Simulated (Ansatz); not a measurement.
Predict the output of the script below (the Ansatz DFT code, driven from Python).

`bn_xc.py`:
```python
import warnings

import ansatz as az
import numpy as np


def main() -> None:
    warnings.simplefilter("ignore", az.DeckWarning)

    vectors = np.array([
        [1.251122, 0.722335, 3.372934],
        [-1.251122, 0.722335, 3.372934],
        [0.0, -1.444671, 3.372934],
    ])
    bn = (
        az.Lattice.of(vectors)
        .atom("B", [0.999671, 0.999671, 0.999671])
        .atom("N", [0.332762, 0.332762, 0.332762])
    )

    model = bn.calculation().kpoints(10).occupations("Fixed").stress()

    rows = []
    for value in ["pbesol", "blyp", "lda"]:
        rep = model.functional(value).run(threads=1).report
        rows.append((value, rep["free_energy_ev"] / len(rep["lattice"]["sites"]), rep["n_iterations"], sum(rep["stress_gpa"][i][i] for i in range(3)) / 3, rep["n_kpoints"]))

    print("  functional   F/atom (eV)    iterations       P (GPa)      k-points")
    for row in rows:
        print(f"{str(row[0]):>12s}  {row[1]:12.5f}  {row[2]:12d}  {row[3]:12.3f}  {row[4]:12d}")


if __name__ == "__main__":
    main()
```

Running `python bn_xc.py` prints:
```text
  functional   F/atom (eV)    iterations       P (GPa)      k-points
      pbesol    -266.88936             6         0.725           116
        blyp    -272.20725             6         5.686           116
         lda    -263.17085             6        -4.246           116
```

From lowest to highest: LDA (-4.2 GPa), PBEsol (0.7 GPa) and BLYP (5.7 GPa). At a fixed cell a lower pressure usually means a smaller equilibrium volume, so LDA prefers the smallest cell and BLYP the largest. Gaps by band count in the reports: PBEsol 4.15 eV, BLYP 4.32 eV and LDA 4.07 eV (Kohn-Sham values on this mesh, as a rule under measured gaps).

Pressure is positive in compression. The structure comes from a database of computed cells and needn't be a stable or known phase. Total energies of different functionals can't be compared; pressures, moments and gaps at this one structure can. Run time: 5.9 s on 1 thread of Arm Neoverse V1, on a shared host, peak memory 0.35 GiB.
